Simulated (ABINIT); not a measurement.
Input of an ABINIT 10.8.3 (patched build) run:

File run.abi:

```
# Pseudopotentials
pp_dirpath "./"
pseudos "Sn.GGA_PBE-JTH.xml, O.GGA_PBE-JTH.xml"

# Structure
acell 3*1.0
rprim
     9.7798164648     0.0000000000     0.0000000000
     0.0000000000     9.7798164648     0.0000000000
     0.0000000000     0.0000000000     9.7798164648
ntypat 2
znucl 50 8
natom 12
typat 1 1 1 1 2 2 2 2 2 2 2 2
xcart
     0.0000000000     0.0000000000     0.0000000000
     4.8899082324     0.0000000000     4.8899082324
     4.8899082324     4.8899082324     0.0000000000
     0.0000000000     4.8899082324     4.8899082324
     6.4654171053     8.2043075920     1.5755088729
     8.2043075920     1.5755088729     6.4654171053
     1.5755088729     6.4654171053     8.2043075920
     3.3143993596     3.3143993596     3.3143993596
     6.4654171053     6.4654171053     6.4654171053
     8.2043075920     3.3143993596     1.5755088729
     1.5755088729     8.2043075920     3.3143993596
     3.3143993596     1.5755088729     8.2043075920

# Plane-wave basis
ecut 23.0
pawecutdg 45.0
pawxcdev 0

# k points
kptopt 1
ngkpt 5 5 5
nshiftk 1
shiftk 0.0 0.0 0.0

# Exchange and correlation
ixc 11

# Bands and occupations
nband 63
occopt 3
tsmear 0.05 eV

# SCF cycle
nstep 100
tolvrs 1.0e-9

# Output
iomode 3
prtwf 0
prtden 0
prteig 0
prtebands 0
enunit 2
prtvol 2
```

Potentials or basis: JTH PAW PBE v2.0.

Run with:

```sh
$ abinit run.abi > log 2>&1
```

Task: Predict the pressure.

Result: -1.5 GPa.

Task: What does it give for the largest force?

Result: 0.006 eV/Å.

Forces in eV/Å, atoms in the order of the input:
```
Sn   0.000  0.000  0.000
Sn   0.000  0.000  0.000
Sn   0.000  0.000  0.000
Sn   0.000  0.000  0.000
O    0.004 -0.004  0.004
O   -0.004  0.004  0.004
O    0.004  0.004 -0.004
O   -0.004 -0.004 -0.004
O    0.004  0.004  0.004
O   -0.004 -0.004  0.004
O    0.004 -0.004 -0.004
O   -0.004  0.004 -0.004
```
